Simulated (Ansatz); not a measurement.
A run of Ansatz 0.2.0 is set up as follows.

Contents of input.yaml:

```yaml
crystal:
  lattice:
    - [0.0, 3.427, 3.427]
    - [3.427, 0.0, 3.427]
    - [3.427, 3.427, 0.0]
  atoms:
    - { symbol: Rb, position: [0.0, 0.0, 0.0] }
    - { symbol: Br, position: [0.5, 0.5, 0.5] }
hamiltonian:
  xc: { exchange: pbe, correlation: pbe, exx: { coeff: 0.25, omega: 0.1 } }
  pseudopotentials: { kind: paw }
kpoints:
  mp_grid: { grid: [4, 4, 4] }
scf:
  occupations: { method: fermi_dirac, width: 0.05 }
output:
  forces: true
  stress: true
  eigenvalues: true
```

Potentials or basis: Ansatz PAW.

Command:

```bash
$ ansatz run input.yaml --threads 2 --pin off --max-ram 5632MiB --backend cpu --events-out ev --progress --plain --runs-dir out
```

Task: Predict the band gap on the k mesh.

Result: 5.87 eV, direct.

Task: Predict the pressure.

Result: 0.8 GPa.

Caveat: the PAW data sets come from PBE, with cores solved anew for the run's functional, which leaves a small shift of forces and pressure; the thresholds are loose for stress.
